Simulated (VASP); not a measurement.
Wanted: the native input for a VASP 6.6.1 run.

| Item | Value |
| --- | --- |
| Task | core levels |
| Functional | PBEsol |
| Potentials or basis | VASP PAW PBE potentials, release 64 (Al) |
| Cutoff | 520 eV |
| k mesh | 14 × 14 × 14 |
| Occupations | fermi-dirac, width 0.05 eV |
| Spin | no spin polarisation |
| Further INCAR settings | ALGO = Fast; EDIFF = 1e-07 |

The structure of Al lies in POSCAR:

```
Al
1.0
    0.0000000000      2.0248050000      2.0248050000
    2.0248050000      0.0000000000      2.0248050000
    2.0248050000      2.0248050000      0.0000000000
Al
1
Direct
    0.0000000000      0.0000000000      0.0000000000
```

The input as run:

INCAR

```
SYSTEM = Al
PREC = Accurate
ENCUT = 520
EDIFF = 1E-7
ISMEAR = -1
SIGMA = 0.05
LREAL = .False.
LASPH = .True.
NELM = 100
ALGO = Fast
ISIF = 2
LWAVE = .False.
LCHARG = .False.
GGA = PS
ICORELEVEL = 1
```

KPOINTS

```
Automatic mesh
0
Gamma
  14 14 14
  0 0 0
```

Potentials or basis: VASP PAW PBE potentials, release 64 (Al).

Launch:

```sh
$ cat potpaw_PBE.64/Al/POTCAR > POTCAR
$ mpirun -np 1 vasp_std > vasp.out
```

It gave:

The pressure is -2.1 GPa and the band gap on the k mesh is none (metal or under the smearing width).

Caveat: the PAW data sets were made with another functional, which shifts forces and pressure a little.

Run time: 6.6 s on 1 thread of Intel(R) Xeon(R) Platinum 8259CL CPU @ 2.50GHz (Skylake/Cascade Lake), on a shared host, peak memory 0.13 GiB.
